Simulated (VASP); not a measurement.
# CoSi (Pnma) in VASP: relaxation of cell and atoms with PBE

Aim: the relaxation of cell and atoms of CoSi with PBE.

Everything below comes from runs of VASP 6.6.1. Logs are shortened: lines on timing, memory, paths and dates and some standing lists are left out, and cuts for length are marked.

## (1) The structure

Symmetry: Pnma, No. 62, orthorhombic system. The conventional cell has a = 5.130 Å, b = 3.320 Å, c = 5.550 Å, α = 90.00°, β = 90.00°, γ = 90.00°. Around Co (site symmetry m) lie 6 Si at 2.26 to 2.39 Å. Around Si (site symmetry m) lie 6 Co at 2.26 to 2.39 Å.

The cell was built by a generator and needn't be a form met in nature.

## (2) Relaxation of cell and atoms, PBE, collinear spin, ferromagnetic start

INCAR reads:

```
PREC = Normal
ENCUT = 520
EDIFF = 1E-4
ISMEAR = 0
SIGMA = 0.15
LREAL = False
LASPH = True
NELM = 60
ALGO = Fast
ISIF = 3
LWAVE = False
LCHARG = False
ISPIN = 2
MAGMOM = 2 2 2 2 0 0 0 0
LORBIT = 11
LMAXMIX = 4
GGA = PE
IBRION = 2
NSW = 24
EDIFFG = -0.08
KPAR = 2
```

KPOINTS reads:

```
regular mesh
0
Gamma
  4 5 3
```

POSCAR reads:

```
CoSi
1.0
    5.1300000000      0.0000000000      0.0000000000
    0.0000000000      3.3200000000      0.0000000000
    0.0000000000      0.0000000000      5.5500000000
Co Si
4 4
Direct
    0.9920000000      0.7500000000      0.8120000000
    0.5080000000      0.2500000000      0.3120000000
    0.0080000000      0.2500000000      0.1880000000
    0.4920000000      0.7500000000      0.6880000000
    0.3220000000      0.7500000000      0.0820000000
    0.1780000000      0.2500000000      0.5820000000
    0.6780000000      0.2500000000      0.9180000000
    0.8220000000      0.7500000000      0.4180000000
```

Potentials or basis: VASP PAW PBE potentials, release 64 (Co, Si).

On the command line:

```bash
$ cat potpaw_PBE.64/Co/POTCAR potpaw_PBE.64/Si/POTCAR > POTCAR
$ mpirun -np 2 vasp_std > vasp.out
```

OUTCAR:

```text
PREC = Normal
   ENCUT = 520
   EDIFF = 1E-4
   ISMEAR = 0
   LREAL = False
   LASPH = True
   NELM = 60
   ISIF = 3
   ISPIN = 2
   LORBIT = 11
   GGA = PE
   IBRION = 2
   NSW = 24
   EDIFFG = -0.08

 ion  position               nearest neighbor table
   1  0.992  0.750  0.812-   5 2.26   6 2.30   6 2.30   8 2.35   7 2.39   7 2.39   4 2.66   4 2.66
                             3 2.67   3 2.67
   2  0.508  0.250  0.312-   6 2.26   5 2.30   5 2.30   7 2.35   8 2.39   8 2.39   3 2.66   3 2.66
                             4 2.67   4 2.67
   3  0.008  0.250  0.188-   7 2.26   8 2.30   8 2.30   6 2.35   5 2.39   5 2.39   2 2.66   2 2.66
                             1 2.67   1 2.67
   4  0.492  0.750  0.688-   8 2.26   7 2.30   7 2.30   5 2.35   6 2.39   6 2.39   1 2.66   1 2.66
                             2 2.67   2 2.67
   5  0.322  0.750  0.082-   1 2.26   2 2.30   2 2.30   4 2.35   3 2.39   3 2.39   7 2.63   7 2.63

   6  0.178  0.250  0.582-   2 2.26   1 2.30   1 2.30   3 2.35   4 2.39   4 2.39   8 2.63   8 2.63

   7  0.678  0.250  0.918-   3 2.26   4 2.30   4 2.30   2 2.35   1 2.39   1 2.39   5 2.63   5 2.63

   8  0.822  0.750  0.418-   4 2.26   3 2.30   3 2.30   1 2.35   2 2.39   2 2.39   6 2.63   6 2.63

  LATTYP: Found a simple orthorhombic cell.
 ALAT       =     3.3200000000
 B/A-ratio  =     1.5451807229
 C/A-ratio  =     1.6716867470

  Lattice vectors:

 A1 = (   0.0000000000,  -3.3200000000,   0.0000000000)
 A2 = (   5.1300000000,   0.0000000000,   0.0000000000)
 A3 = (   0.0000000000,   0.0000000000,   5.5500000000)

Analysis of symmetry for initial positions (statically):
=====================================================================
 Subroutine PRICEL returns:
 Original cell was already a primitive cell.

 Routine SETGRP: Setting up the symmetry group for a
 simple orthorhombic supercell.

 Subroutine GETGRP returns: Found  8 space group operations
 (whereof  2 operations were pure point group operations)
 out of a pool of  8 trial point group operations.

The static configuration has the point symmetry S_2 .
 The point group associated with its full space group is D_2h.

Analysis of symmetry for dynamics (positions and initial velocities):
=====================================================================
 Subroutine PRICEL returns:
 Original cell was already a primitive cell.

 Routine SETGRP: Setting up the symmetry group for a
 simple orthorhombic supercell.

 Subroutine GETGRP returns: Found  8 space group operations
 (whereof  2 operations were pure point group operations)
 out of a pool of  8 trial point group operations.

The dynamic configuration has the point symmetry S_2 .
 The point group associated with its full space group is D_2h.

Analysis of structural, dynamic, and magnetic symmetry:
=====================================================================
 Subroutine PRICEL returns:
 Original cell was already a primitive cell.

 Routine SETGRP: Setting up the symmetry group for a
 simple orthorhombic supercell.

 Subroutine GETGRP returns: Found  8 space group operations
 (whereof  2 operations were pure point group operations)
 out of a pool of  8 trial point group operations.

The overall configuration has the point symmetry S_2 .
 The point group associated with its full space group is D_2h.

 Subroutine INISYM returns: Found  8 space group operations
 (whereof  2 operations are pure point group operations),
 and found     1 'primitive' translations

----------------------------------------------------------------------------------------

                                     Primitive cell

  volume of cell :      94.5254

  direct lattice vectors                    reciprocal lattice vectors
     5.130000000  0.000000000  0.000000000     0.194931774  0.000000000  0.000000000
     0.000000000  3.320000000  0.000000000     0.000000000  0.301204819  0.000000000
     0.000000000  0.000000000  5.550000000     0.000000000  0.000000000  0.180180180

  length of vectors
     5.130000000  3.320000000  5.550000000     0.194931774  0.301204819  0.180180180

  position of ions in fractional coordinates (direct lattice)
     0.992000000  0.750000000  0.812000000
     0.508000000  0.250000000  0.312000000
     0.008000000  0.250000000  0.188000000
     0.492000000  0.750000000  0.688000000
     0.322000000  0.750000000  0.082000000
     0.178000000  0.250000000  0.582000000
     0.678000000  0.250000000  0.918000000
     0.822000000  0.750000000  0.418000000

  ion indices of the primitive-cell ions
   primitive index   ion index
                 1           1
                 2           2
                 3           3
                 4           4
                 5           5
                 6           6
                 7           7
                 8           8

----------------------------------------------------------------------------------------

 KPOINTS: regular mesh

Automatic generation of k-mesh.
 Grid dimensions read from file:
 generate k-points for:    4    5    3

 Generating k-lattice:

  Cartesian coordinates                     Fractional coordinates (reciprocal lattice)
     0.048732943  0.000000000  0.000000000     0.250000000  0.000000000  0.000000000
     0.000000000  0.060240964  0.000000000     0.000000000  0.200000000  0.000000000
     0.000000000  0.000000000  0.060060060     0.000000000  0.000000000  0.333333333

  Length of vectors
     0.048732943  0.060240964  0.060060060

  Shift w.r.t. Gamma in fractional coordinates (k-lattice)
     0.000000000  0.000000000  0.000000000

 Subroutine IBZKPT returns following result:
 ===========================================

 Found     18 irreducible k-points:

 Following reciprocal coordinates:
            Coordinates               Weight
  0.000000  0.000000  0.000000      1.000000
  0.250000  0.000000  0.000000      2.000000
  0.500000  0.000000  0.000000      1.000000
  0.000000  0.200000  0.000000      2.000000
  0.250000  0.200000  0.000000      4.000000
  0.500000  0.200000  0.000000      2.000000
[... 10 lines left out ...]
  0.250000  0.400000  0.333333      8.000000
  0.500000  0.400000  0.333333      4.000000
   k-points           NKPTS =     18   k-points in BZ     NKDIM =     18   number of bands    NBANDS=     35
   number of dos      NEDOS =    301   number of ions     NIONS =      8
   total plane-waves  NPLWV =  19200
   dimension x,y,z NGX =    30 NGY =   20 NGZ =   32
   dimension x,y,z NGXF=    60 NGYF=   40 NGZF=   64
   ions per type =               4   4
   NGX,Y,Z   is equivalent  to a cutoff of   9.72, 10.01,  9.59 a.u.
   NGXF,Y,Z  is equivalent  to a cutoff of  19.44, 20.03, 19.17 a.u.
 SYSTEM =  unknown system
   PREC   = normal    normal or accurate (medium, high low for compatibility)
   ISTART =      0    job   : 0-new  1-cont  2-samecut
   ICHARG =      2    charge: 1-file 2-atom 10-const
   ISPIN  =      2    spin polarized calculation?
   LNONCOLLINEAR =      F non collinear calculations
   LSORBIT =      F    spin-orbit coupling
   LASPH  =      T    aspherical Exc in radial PAW
   ENCUT  =  520.0 eV  38.22 Ry    6.18 a.u.   9.54  6.17 10.32*2*pi/ulx,y,z
   NELM   =     60;   NELMIN=  2; NELMDL= -5     # of ELM steps
   EDIFF  = 0.1E-03   stopping-criterion for ELM
   LREAL  =      F    real-space projection
   EDIFFG = -.8E-01   stopping-criterion for IOM
   NSW    =     24    number of steps for IOM
   IBRION =      2    ionic relax: 0-MD 1-quasi-New 2-CG
   NFREE  =      1    steps in history (QN), initial steepest desc. (CG)
   ISIF   =      3    stress and relaxation
   ISYM   =      2    0-nonsym 1-usesym 2-fastsym
   POTIM  = 0.5000    time-step for ionic-motion
   TEBEG  =    0.0;   TEEND  =   0.0 temperature during run
   PSTRESS=    0.0 pullay stress
   NELECT =      52.0000    total number of electrons
   NUPDOWN=      -1.0000    fix difference up-down
   EMIN   =  10.00;   EMAX   =-10.00  energy-range for DOS
   EFERMI =   0.00;   METHOD = LEGACY
   ISMEAR =     0;   SIGMA  =   0.15  broadening in eV -4-tet -1-fermi 0-gaus
   EFERMI_NEDOS =   21; number of points for ismear=-14 and -15
   IALGO  =     68    algorithm
   IMIX   =      4    mixing-type and parameters
     AMIX     =   0.40;   BMIX     =  1.00
     AMIX_MAG =   1.60;   BMIX_MAG =  1.00
  volume/ion in A,a.u.               =      11.82        79.74
  Fermi-wavevector in a.u.,A,eV,Ry     =   1.341405  2.534887 24.481866  1.799366
  Thomas-Fermi vector in A             =   2.469641
   LORBIT       =     11    0 simple, 1 ext, 2 COOP (PROOUT), +10 PAW based schemes
   GGA     = PE    functional components
   LHFCALC =     F    Hartree Fock is set to
   AEXX    =    0.0000 exact exchange contribution
   IVDW    =     0    specifies the selected vdW correction
   LEPSILON=     F    determine dielectric tensor
   LRPA    =     F    only Hartree local field effects (RPA)
 conjugate gradient relaxation of ions
 spin polarized calculation
 RMM-DIIS sequential band-by-band and
 Gauss-broadening in eV      SIGMA  =   0.15
  energy-cutoff  :      520.00
  volume of cell :       94.53
 maximum number of plane-waves:      2555
   NGX = 19   NGY = 13   NGZ = 21

--------------------------------------- Ionic step        1  -------------------------------------------

 number of electron      51.9999932 magnetization       1.1654082

 Free energy of the ion-electron system (eV)
  ---------------------------------------------------
  ext. energy  EPLUGINS =         0.00000000
  ---------------------------------------------------
  free energy    TOTEN  =       -53.58215459 eV

  energy without entropy =      -53.49854968  energy(sigma->0) =      -53.54035214

------------------------ aborting loop because EDIFF is reached ----------------------------------------

  FORCE on cell =-STRESS in cart. coord.  units (eV):
  Direction    XX          YY          ZZ          XY          YZ          ZX
  --------------------------------------------------------------------------------------
  -------------------------------------------------------------------------------------
  Total        0.2345477     -1.2879759      2.6328146      0.0000000      0.0000000      0.0000000
  in kB        3.9755138    -21.8308116     44.6254312      0.0000000      0.0000000      0.0000000
  external PRESSURE =       8.9233778 kB  Pullay stress =       0.0000000 kB
[... 107 lines left out ...]
  FREE ENERGIE OF THE ION-ELECTRON SYSTEM (eV)
  ---------------------------------------------------
  free  energy   TOTEN  =       -53.6499427445 eV

  energy  without entropy=      -53.5691932062  energy(sigma->0) =      -53.60956798

[... ionic steps 4 to 17 ...]

--------------------------------------- Ionic step       18  -------------------------------------------

 number of electron      52.0000095 magnetization      -0.0000417

------------------------ aborting loop because EDIFF is reached ----------------------------------------
[... 81 lines left out ...]
 number of electron      52.0000022 magnetization       0.0000004

 number of electron      52.0000022 magnetization      -0.0000142

 Free energy of the ion-electron system (eV)
  ---------------------------------------------------
  ext. energy  EPLUGINS =         0.00000000
  ---------------------------------------------------
  free energy    TOTEN  =       -54.09939741 eV

  energy without entropy =      -54.06533900  energy(sigma->0) =      -54.08236821

 E-fermi :  10.8296     XC(G=0): -12.4924

 val. band max:       10.7965777898   @ k =   0.2500   0.4000   0.0000
 cond. band min:      10.8638954524   @ k =   0.0000   0.4000   0.3333
 fundamental gap:      0.0673176626
 Fermi energy:        10.8295582174

 spin component 1

 k-point     1 :       0.0000    0.0000    0.0000
  band No.  band energies     occupation
      1      -2.0547      1.00000
      2       0.4228      1.00000
      3       2.5727      1.00000
      4       2.8341      1.00000
      5       4.4229      1.00000
      6       4.5801      1.00000
[... 673 lines left out ...]
     34      14.6877      0.00000
     35      16.3018      0.00000
 Fermi energy:        10.8295582174

 spin component 2

 k-point     1 :       0.0000    0.0000    0.0000
  band No.  band energies     occupation
      1      -2.0546      1.00000
      2       0.4228      1.00000
      3       2.5727      1.00000
      4       2.8341      1.00000
      5       4.4229      1.00000
      6       4.5801      1.00000
[... 708 lines left out ...]
  FREE ENERGIE OF THE ION-ELECTRON SYSTEM (eV)
  ---------------------------------------------------
  free  energy   TOTEN  =       -54.0993974136 eV

  energy  without entropy=      -54.0653390018  energy(sigma->0) =      -54.08236821

 reached required accuracy - stopping structural energy minimisation

 total charge

# of ion       s       p       d       tot
------------------------------------------
    1        0.451   0.609   7.512   8.572
    2        0.451   0.609   7.512   8.572
    3        0.451   0.609   7.512   8.572
    4        0.451   0.609   7.512   8.572
    5        0.757   0.893   0.000   1.650
    6        0.757   0.893   0.000   1.650
    7        0.757   0.893   0.000   1.650
    8        0.757   0.893   0.000   1.650
--------------------------------------------------
tot          4.832   6.006  30.049  40.887

 magnetization (x)

# of ion       s       p       d       tot
------------------------------------------
    1       -0.000   0.000  -0.000  -0.000
    2       -0.000   0.000  -0.000  -0.000
    3       -0.000   0.000  -0.000  -0.000
    4       -0.000   0.000  -0.000  -0.000
    5        0.000   0.000   0.000   0.000
    6        0.000   0.000   0.000   0.000
    7        0.000   0.000   0.000   0.000
    8        0.000   0.000   0.000   0.000
--------------------------------------------------
tot         -0.000   0.000  -0.000  -0.000
```

Run time: 7 min. Hardware: 2 MPI ranks of Intel Xeon Platinum 8488C (Sapphire Rapids), shared host; peak memory 0.21 GiB.

Results:

* Free energy: -54.0994 eV
* Relaxed volume: 11.59 Å³/atom
* Relaxed cell: a = 5.299 Å, b = 2.901 Å, c = 6.029 Å, α = 90.00°, β = 90.00°, γ = 90.00°
* Space group after relaxing (to 0.05 Å): Pnma (No. 62)
* Energy gained by relaxing: 64.7 meV/atom
* Ionic steps: 20
* Pressure after relaxing: 0.4 GPa
* Largest force after relaxing: 0.033 eV/Å
* Band gap on the k mesh: none (metal or under the smearing width)
* Net moment: 0.00 μB per cell
* Valence electrons inside the program's atomic spheres: Co 8.57; Si 1.65

Forces in eV/Å, atoms in the order of the input:
```
Co   0.013  0.000  0.031
Co  -0.013  0.000  0.031
Co  -0.013  0.000 -0.031
Co   0.013  0.000 -0.031
Si  -0.022  0.000 -0.017
Si   0.022  0.000 -0.017
Si   0.022  0.000  0.017
Si  -0.022  0.000  0.017
```

Stress tensor (GPa, compression positive):
```
0.66 0.00 0.00
0.00 0.62 0.00
0.00 0.00 0.05
```

The path:
| step | energy change (eV) | largest force (eV/Å) | pressure (GPa) | volume (Å³) |
| --- | --- | --- | --- | --- |
| 1 | 0.0000 | 0.3768 | 0.89 | 94.53 |
| 2 | -0.0563 | 0.2248 | -0.61 | 95.42 |
| 3 | -0.0678 | 0.4310 | -2.05 | 96.11 |
| 4 | -0.1107 | 0.5059 | -0.67 | 95.25 |
| 5 | -0.1417 | 0.5954 | 1.11 | 94.34 |
| 6 | -0.1688 | 0.7822 | 5.01 | 92.46 |
| 7 | -0.1830 | 0.7762 | 4.61 | 92.41 |
| 8 | -0.2229 | 0.7727 | 4.26 | 92.25 |
| 9 | -0.2787 | 0.7128 | 5.52 | 91.87 |
| 10 | -0.2147 | 0.8289 | 6.20 | 90.90 |
| 11 | -0.2888 | 0.7290 | 5.47 | 91.65 |
| 12 | -0.3430 | 0.6368 | 3.24 | 92.34 |
| 13 | -0.3991 | 0.5330 | 0.63 | 93.34 |
| 14 | -0.4368 | 0.3569 | -2.93 | 95.35 |
| 15 | -0.4632 | 0.3008 | -2.53 | 94.88 |
| 16 | -0.5034 | 0.1604 | -0.51 | 93.47 |
| 17 | -0.5039 | 0.1884 | -0.56 | 93.23 |
| 18 | -0.5088 | 0.1404 | -0.04 | 92.92 |
| 19 | -0.5118 | 0.0792 | 1.19 | 92.25 |
| 20 | -0.5172 | 0.0334 | 0.44 | 92.68 |

Final structure:
```cif
data_structure
_symmetry_space_group_name_H-M 'P 1'
_symmetry_Int_Tables_number 1
_cell_length_a 5.2987
_cell_length_b 2.9012
_cell_length_c 6.0290
_cell_angle_alpha 90.000
_cell_angle_beta 90.000
_cell_angle_gamma 90.000
_cell_volume 92.68
loop_
_atom_site_label
_atom_site_type_symbol
_atom_site_fract_x
_atom_site_fract_y
_atom_site_fract_z
_atom_site_occupancy
Co1 Co 0.99587 0.75000 0.80049 1
Co2 Co 0.50413 0.25000 0.30049 1
Co3 Co 0.00413 0.25000 0.19951 1
Co4 Co 0.49587 0.75000 0.69951 1
Si1 Si 0.31128 0.75000 0.05803 1
Si2 Si 0.18872 0.25000 0.55803 1
Si3 Si 0.68872 0.25000 0.94197 1
Si4 Si 0.81128 0.75000 0.44197 1
```

Caveat: the k mesh is coarse (spacing up to 0.38 Å⁻¹), so the values aren't converged; the starting moments collapsed, and a magnetic state may lie lower; the relaxation stopped at a loose force limit of 0.08 eV/Å, so its end isn't a converged minimum.
